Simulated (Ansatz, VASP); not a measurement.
# Ni: VASP beside Ansatz

```
CELL_PARAMETERS angstrom
2.44802 0.00000 0.00000
-1.22401 2.12005 0.00000
0.00000 0.00000 4.07281
ATOMIC_POSITIONS crystal
Ni 0.66667 0.33333 0.75000
Ni 0.33333 0.66667 0.25000
```

This isn't the form of Ni at room conditions, which is fcc.

Alike in both runs: task single point; functional PBEsol; k mesh 12 × 12 × 7; occupations fermi-dirac, width 0.05 eV; collinear spin, ferromagnetic start.

```csv
,VASP,Ansatz
version,VASP 6.6.1,Ansatz 0.2.0
potentials or method,"VASP PAW PBE potentials, release 64 (Ni)",Ansatz PAW
plane-wave cutoff (eV),520,420
valence electrons in the cell,20,36
```

```tsv
	VASP	Ansatz	Ansatz less VASP
gap on the k mesh at the Fermi level (eV)	none	none	-
pressure (GPa)	-3.1	-3.0	+0.04
largest component of the traceless stress (GPa)	2.60	2.67	+0.077
net moment per atom (μB)	0.64	0.65	+0.017
size of the moment on the site where the two differ most (μB)	0.64	0.69	+0.045
```

Site moments also hang on the region over which each program counts them. A gap of «none» marks a metal or a gap that the smearing closes. The two sets of potentials don't hold the same shells in valence.

Caveats: the PAW data sets were made with another functional, which shifts forces and pressure a little (VASP); the PAW data sets come from PBE, with cores solved anew for the run's functional, which leaves a small shift of forces and pressure (Ansatz).
